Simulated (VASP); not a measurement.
## Pd: single point with PBE

Pd:

```xyz
4
Lattice="2.7797 0.0000 0.0000 -1.3899 2.4073 0.0000 0.0000 0.0000 9.1787" Properties=species:S:1:pos:R:3 pbc="T T T"
Pd    0.0000    0.0000    0.0000
Pd    0.0000    1.6049    2.2947
Pd    0.0000    0.0000    4.5893
Pd    1.3899    0.8024    6.8840
```

This isn't the form of Pd at room conditions, which is fcc.

```yaml
Program: VASP 6.6.1
Task: single point
Functional: PBE
Potentials_or_basis: VASP PAW PBE potentials, release 64 (Pd)
Cutoff: 520 eV
k_mesh: 18 × 18 × 6
Occupations: gaussian, width 0.1 eV
Spin: no spin polarisation
Dipole_correction: no
Further_INCAR_settings: ALGO = Fast; EDIFF = 1e-07; NBANDS = 28
```

| Property | Result |
| --- | --- |
| Pressure | -0.3 GPa |
| Band gap on the k mesh | none (metal or under the smearing width) |

Levels at points of the mesh, in eV from the Fermi level:
| k point | band 17 | band 18 | band 19 | band 20 | band 21 | band 22 | band 23 | band 24 |
| --- | --- | --- | --- | --- | --- | --- | --- | --- |
| (0.00, 0.00, 0.00) | -1.42 | -0.99 | -0.99 | -0.66 | -0.66 | -0.12 | -0.12 | 1.00 |
| (0.50, 0.00, 0.00) | 0.07 | 0.16 | 0.18 | 0.19 | 1.52 | 2.45 | 3.65 | 4.10 |
| (0.00, 0.00, 0.50) | -1.21 | -1.21 | -0.83 | -0.83 | -0.35 | -0.35 | -0.35 | -0.35 |
| (0.50, 0.00, 0.50) | 0.02 | 0.02 | 0.16 | 0.16 | 2.45 | 2.45 | 3.80 | 3.80 |

Run time: 3.4 min on 1 thread of AMD EPYC 9R45 (Zen 5), on a shared host, peak memory 0.29 GiB.
